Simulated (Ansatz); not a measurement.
## Computed properties of As

```
As
1.0
     2.72930    0.00000    0.00000
     0.00000    2.72930    0.00000
     0.00000    0.00000    2.72930
As
1
Direct
  0.00000 0.00000 0.00000
```

The conventional cell has a = 2.729 Å, b = 2.729 Å, c = 2.729 Å, α = 90.00°, β = 90.00°, γ = 90.00°. As (atom 1) is surrounded by 6 As at 2.73 Å.

The cell was built from the sc type and relaxed in the same program, and has space group Pm-3m; it needn't be a known or the stable phase.

Theory: Ansatz 0.2.0, DFT, PBE, all-electron LAPW, scalar-relativistic.

Settings: a Γ-centred 13×13×13 k mesh, Fermi–Dirac smearing of 0.03 eV, basis error target 0.5 meV/atom, no spin polarisation.

| Quantity | Value |
| --- | --- |
| Volume per atom | 137.2 bohr³ |
| Pressure at this cell | 0.03 GPa |

Problem. Density of states at the Fermi level (0.2 eV bin): what does the calculation give?

Solution. 0.42 states/eV per cell.

Problem. Give the computed value. Band gap.

Solution. none: with an odd electron count and no spin polarisation the bands can't all be full, a metal in this set-up (spin order or a larger cell could open a gap).
